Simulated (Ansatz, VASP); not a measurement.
# BN (pbesol): VASP beside Ansatz

```
B N
1.0
     2.50433    0.00000    0.00000
    -1.25217    2.16881    0.00000
     0.00000    0.00000    7.02942
B N
2 2
Direct
  0.33333 0.66667 0.25000
  0.66667 0.33333 0.75000
  0.33333 0.66667 0.75000
  0.66667 0.33333 0.25000
```

Alike in both runs: functional PBEsol; k mesh 12 × 12 × 4; occupations gaussian, width 0.02 eV; no spin polarisation.

Ansatz relaxed the structure, and its values are those at the end. VASP's run is a single point on that final structure, the one shown.

```csv
,VASP,Ansatz
version,VASP 6.6.1,Ansatz 0.2.0
potentials or method,"VASP PAW PBE potentials, release 64 (B, N)","scalar-relativistic, plane waves, PAW"
plane-wave cutoff (eV),520,420
valence electrons in the cell,16,16
```

VASP gave:

```
gap on the k mesh at the Fermi level (eV) : 4.26
least direct gap on the mesh (eV)         : 4.60
pressure (GPa)                            : 0.3
```

Q: Estimate Ansatz's values.

A: gap on the k mesh at the Fermi level (eV): 4.27; least direct gap on the mesh (eV): 4.60; pressure (GPa): 0.0.

Caveats: the PAW data sets were made with another functional, which shifts forces and pressure a little (VASP); this functional lacks dispersion, which binds the layers, so the pressure and a relaxed spacing across them are unreliable. Expect the measured gap to be larger: semilocal functionals such as PBEsol lack the derivative discontinuity. A k mesh can miss the band edges.
